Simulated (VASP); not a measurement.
TiTe: equation of state with PBEsol

Crystal: TiTe.

```
Te Ti
1.0
     3.84200    0.00000    0.00000
    -1.92100    3.32727    0.00000
     0.00000    0.00000    6.40300
Te Ti
2 2
Direct
  0.66667 0.33333 0.75000
  0.33333 0.66667 0.25000
  0.00000 0.00000 0.50000
  0.00000 0.00000 0.00000
```

```
Program             : VASP 6.6.1
Task                : equation of state
Functional          : PBEsol
Potentials or basis : VASP PAW PBE potentials, release 64 (Te, Ti_sv)
Cutoff              : 520 eV
k mesh              : 8 × 8 × 4
Occupations         : fermi-dirac, width 0.05 eV
Spin                : no spin polarisation
```

| Item | Value |
| --- | --- |
| Equilibrium volume | 21.18 Å³/atom |
| Bulk modulus at fixed shape and positions | 95 GPa |
| Pressure derivative of the bulk modulus | 4.4 |

Energy against volume, from the lowest point:
```tsv
volume (Å³/atom)	energy (meV/atom)
19.235	63.29
19.644	37.99
20.054	19.68
20.463	7.65
20.872	1.28
21.281	0.00
21.691	3.31
```

All runs of the series together: 3.1 min on 1 thread of Intel(R) Xeon(R) 6975P-C (Granite Rapids) (shared host).

Caveat: the cell was scaled at fixed shape and fractional positions, which overstates the stiffness of a crystal with free parameters, most of all of layers and chains; the PAW data sets were made with another functional, which shifts forces and pressure a little. Spin-orbit coupling is left out, which matters for the levels of Te.
